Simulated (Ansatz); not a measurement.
Task: a test of the smearing width of Si, space group P6_3/mmc, with Ansatz 0.2.0, Python API. Give the script and its output. Use (first run): PBE, PAW, the default cutoff (420 eV here), 13×13×7 k-points, Methfessel-Paxton smearing of 0.3 eV. The script varies width (eV): 0.3, 0.2, 0.1, 0.05.

```
CELL_PARAMETERS angstrom
2.44400 0.00000 0.00000
-1.22200 2.11657 0.00000
0.00000 0.00000 4.15200
ATOMIC_POSITIONS crystal
Si 0.33333 0.66667 0.25000
Si 0.66667 0.33333 0.75000
```

The script, `si.py`:
```python
import ansatz as az
from pymatgen.core import Lattice, Structure
from pymatgen.io.ase import AseAtomsAdaptor

pmg_structure = Structure(
    Lattice([(2.444, 0.0, 0.0), (-1.222, 2.116566, 0.0), (0.0, 0.0, 4.152)]),
    ["Si", "Si"],
    [
        (1 / 3, 2 / 3, 0.25),
        (2 / 3, 1 / 3, 0.75),
    ],
)
xtal = az.Crystal.from_ase(AseAtomsAdaptor.get_atoms(pmg_structure))

job = (
    xtal.calculation()
    .functional("pbe")
    .kpoints(13, 13, 7, center="gamma")
)

rows = []
for value in [0.3, 0.2, 0.1, 0.05]:
    rep = job.occupations("methfessel_paxton", width=value).run(threads=1).report
    rows.append((value, rep["free_energy_ev"] / len(rep["lattice"]["sites"]), rep["n_iterations"], rep["n_kpoints"]))

print("  width (eV)   F/atom (eV)    iterations      k-points")
for row in rows:
    print(f"{str(row[0]):>12s}  {row[1]:12.5f}  {row[2]:12d}  {row[3]:12d}")

for row in rows[:-1]:
    shift = 1000 * (row[1] - rows[-1][1])
    print(f"{row[0]}: {shift:+.2f} meV/atom" + ("  (within 1 meV)" if abs(shift) < 1 else ""))
```

```console
$ python si.py
DeckWarning: basis.ecutwfc = 420 eV, auto-derived from the records' recommended cutoffs: set by Si (normal level)
  width (eV)   F/atom (eV)    iterations      k-points
         0.3    -634.87700             5            84
         0.2    -634.87697             5            84
         0.1    -634.87687             5            84
        0.05    -634.87688             5            84
0.3: -0.12 meV/atom  (within 1 meV)
0.2: -0.08 meV/atom  (within 1 meV)
0.1: +0.01 meV/atom  (within 1 meV)
```
(Warnings from the package without file and line.)

Notes:
- For a metal this k-point mesh is coarse: on a finer one energies can move by several to tens of meV an atom and pressures by half a GPa or more, differences at one mesh by less.
- The narrowest width needs the finest mesh, so the last row is no converged reference.
- This isn't the structure that Si takes at ambient conditions.
- Timing: 4.5 s on 1 thread of Arm Neoverse V1, on a shared host, peak memory 0.39 GiB.
